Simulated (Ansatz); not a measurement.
# What DFT gives for Ru

```yaml
crystal:
  lattice:
    - [0.00000, 1.91176, 1.91176]
    - [1.91176, 0.00000, 1.91176]
    - [1.91176, 1.91176, 0.00000]
  atoms:
    - { symbol: Ru, position: [0.00000, 0.00000, 0.00000] }
```

Single point in Ansatz 0.2.0 with r2SCAN, no spin polarisation. Cutoff 500 eV, PAW datasets, 11×11×11 Γ-centred k mesh, tetrahedron filling.

(1) What happens at the Fermi level?

(2) Is the cell too large or too small?

(3) What do density and ELF say about some of the short contacts?

Origin: a known structure type with other elements, at an estimated volume, so it need not be a known compound. Caveats: empty levels are not fully converged; forces and stress under tetrahedra may miss the slope of the energy.

Results:

(1) It is a metal, with about 1 states/eV a cell as the mean within 0.25 eV of the Fermi level, mostly Ru d (94 %).

(2) The pressure is -9.5 GPa (compression positive), so with the atoms held at these fractions the cell would first shrink.

(3) Ru–Ru at 2.70 Å: least valence density 0.38 e/Å³ and ELF 0.30 there. These are pseudo-fields; inside the PAW spheres they differ from the all-electron ones.
